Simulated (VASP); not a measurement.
Here is a VASP 6.6.1 calculation.

File INCAR:

```
SYSTEM = Os
AGGAC = 0.0
ALGO = Normal
EDIFF = 1E-6
EDIFFG = -0.02
ENCUT = 600
GGA = CX
IBRION = 2
ISIF = 3
ISMEAR = -1
LASPH = .True.
LCHARG = .False.
LREAL = .False.
LUSE_VDW = .True.
LWAVE = .False.
NELM = 80
NSW = 40
PREC = Accurate
SIGMA = 0.05
```

File KPOINTS:

```
k-points
0
Gamma
  11 11 6
  0 0 0
```

File POSCAR:

```
Os
1.0
    2.7341000000      0.0000000000      0.0000000000
   -1.3670500000      2.3678000565      0.0000000000
    0.0000000000      0.0000000000      4.3197000000
Os
2
Direct
    0.6666666667      0.3333333333      0.7500000000
    0.3333333333      0.6666666667      0.2500000000
```

Potentials or basis: VASP PAW PBE potentials, release 64 (Os).

The run is started by

```sh
$ cat potpaw_PBE.64/Os/POTCAR > POTCAR
$ mpirun -np 1 vasp_std > vasp.out
```

Problem. Predict the relaxed cell.

Solution. a = 2.737 Å, b = 2.737 Å, c = 4.326 Å, α = 90.00°, β = 90.00°, γ = 120.00°.

Problem. What does it give for the relaxed volume?

Solution. 14.04 Å³/atom.

Problem. Estimate the band gap on the k mesh.

Solution. None (metal or under the smearing width).

Problem. Estimate the space group after relaxing (to 0.05 Å).

Solution. P6_3/mmc (No. 194).

Step by step:
```tsv
step	energy change (eV)	largest force (eV/Å)	pressure (GPa)	volume (Å³)
1	0.0000	0.0000	1.70	27.96
2	0.0110	0.0000	-7.28	28.57
3	-0.0006	0.0000	0.00	28.07
```

Caveat: the PAW data sets were made with another functional, which shifts forces and pressure a little. The run has no spin-orbit coupling, so splittings on Os are missing.
